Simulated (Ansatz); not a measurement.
# CdI₂: levels along high-symmetry lines

```yaml
crystal:
  lattice:
    - [4.24400, 0.00000, 0.00000]
    - [-2.12200, 3.67541, 0.00000]
    - [0.00000, 0.00000, 6.85900]
  atoms:
    - { symbol: Cd, position: [0.00000, 0.00000, 0.00000] }
    - { symbol: I, position: [0.33333, 0.66667, 0.24920] }
    - { symbol: I, position: [0.66667, 0.33333, 0.75080] }
```

Atom numbers follow the list: Cd1, I2, I3.

The cell is COD entry 1539851, as deposited and not checked against the literature; nothing was relaxed. It differs from other determinations.

Spin–orbit coupling is left out, though it moves levels of the heavy atoms by tenths of an eV or more.

Computed with DFT, PBEsol, all-electron LAPW, scalar-relativistic (Ansatz 0.2.0).

Numerical set-up: a Γ-centred 8×8×5 k mesh, Fermi–Dirac smearing of 0.03 eV, basis error target 0.5 meV/atom, no spin polarisation.

Points in fractions of the reciprocal vectors of this cell: Γ (0, 0, 0), M (0.5, 0, 0), K (0.333, 0.333, 0), A (0, 0, 0.5), L (0.5, 0, 0.5), H (0.333, 0.333, 0.5). The path runs Γ–M–K–Γ–A–L–H–A–L. Energies are in eV from the top of the valence band; (×n) counts levels within 4 meV of each other, which need not be degenerate by symmetry.

Task: Is there a gap?

Result: 2.30 eV.

Task: List the levels between -8 and 6 eV at the symmetry points.

Result: 
Γ: -7.57 (×2), -7.45, -7.36 (×2), -3.81, -0.33 (×2), -0.17 (×2), -0.15, 2.36, 4.31
M: -7.53, -7.46, -7.36, -7.30, -7.20, -3.90, -2.81, -2.03, -1.56, -0.73, -0.14, 2.60, 4.87, 5.82
K: -7.41 (×2), -7.34, -7.33 (×2), -3.89, -2.22 (×2), -1.98, -1.12 (×2), 2.62
A: -7.57 (×2), -7.44, -7.36 (×2), -3.05, -1.64, -0.45 (×2), -0.02 (×2), 3.53, 4.35
L: -7.53, -7.46, -7.35, -7.30, -7.20, -4.01, -3.25, -1.35, -1.25, -0.51, -0.46, 2.30, 4.81, 5.73
H: -7.40 (×2), -7.33, -7.32 (×2), -3.74, -2.71 (×2), -2.34, -0.28 (×2), 3.42, 5.43 (×2)
